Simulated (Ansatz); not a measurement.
## Pressure against volume in Mo

It comes from a database structure that was distorted and then relaxed.

Computed with Ansatz 0.2.0, DFT PBE, scalar-relativistic, plane waves, PAW. Cutoff 420 eV, Γ-centred 24×24×24 mesh (1-atom cell), Gaussian smearing of 0.10 eV, no spin polarisation.

```xyz
1
Lattice="-1.5804 1.5804 1.5804 1.5804 -1.5804 1.5804 1.5804 1.5804 -1.5804" Properties=species:S:1:pos:R:3 pbc="T T T"
Mo    0.0000    0.0000    0.0000
```

The cell was set to several volumes, with shape and atoms relaxed at each where symmetry leaves them free. Pressure is positive in compression, and energies count from the lowest row. No row has a gap on its mesh.

```csv
row,V (Å³/atom),P (GPa),ΔE (meV/atom)
1,13.895,43.41,229.2
2,14.369,29.85,121.5
3,14.843,?,?
4,15.316,8.41,12.0
5,15.790,0.00,0.0
6,16.264,-7.19,10.9
7,16.737,-13.33,41.5
8,17.369,-20.14,107.9
```

Question: Find B = −V·ΔP/ΔV from rows 4 and 6 and from rows 1 and 2, and from the two its slope B′ and its value B0 at zero pressure.

Answer: Rows 4 and 6 give −(15.316 + 16.264)/2 × (-7.19 − (8.41))/(16.264 − 15.316) = 259.8 GPa at a mean pressure of 0.61 GPa. Rows 1 and 2 give −(13.895 + 14.369)/2 × (29.85 − (43.41))/(14.369 − 13.895) = 404.3 GPa at a mean pressure of 36.63 GPa. So B′ = (404.3 − 259.8)/(36.63 − (0.61)) = 4.01 and B0 = 259.8 − 4.01 × (0.61) = 257.4 GPa. A third-order Birch–Murnaghan fit to all the energies gives B0 = 258.6 GPa and B′ = 4.3.

Question: Estimate the pressure and energy of row 3.

Answer: From row 5, V0 = 15.790 × (1 + (0.00)/257.4) = 15.790 Å³/atom. Murnaghan's form P = (B0/B′)·[(V0/V)^B′ − 1] gives (257.4/4.01) × [(15.790/14.843)^4.01 − 1] = 18.07 GPa; the computed pressure is 18.27 GPa, so the estimate is off by -0.20 GPa. The work of compression from row 4, with the mean of the two pressures, gives ΔE = 12.0 + (18.07 + 8.41)/2 × (15.316 − 14.843)/160.2 × 1000 = 51.1 meV/atom (1 eV/Å³ = 160.2 GPa); the computed value is 50.9 meV/atom.

All volumes keep the k mesh of the relaxed cell. Symmetry constrained the relaxation, so the result can be a saddle point.

Molybdenum is very stiff here, and it stiffens further on compression: the bulk modulus rises from 259.8 GPa near equilibrium to 404.3 GPa in the most compressed interval. The stiffness reflects the roughly half-filled 4d band, in which bonding states are largely occupied and antibonding ones largely empty, so cohesion is near its maximum for the series. Squeezing the cell broadens the d band, but the kinetic energy of the electrons and the repulsion from the ion cores grow faster. Under expansion the restoring force weakens as d overlap is lost, which makes the energy curve asymmetric.

The slope of 4.01 lies below the fitted 4.3 probably because it averages over a wide pressure range, while B′ itself normally falls under compression. This also suggests why Murnaghan's form, with that slope held constant, slightly underestimates the pressure of row 3. The curve describes resistance to uniform volume change only; it doesn't determine the shear moduli or the strength of the metal.
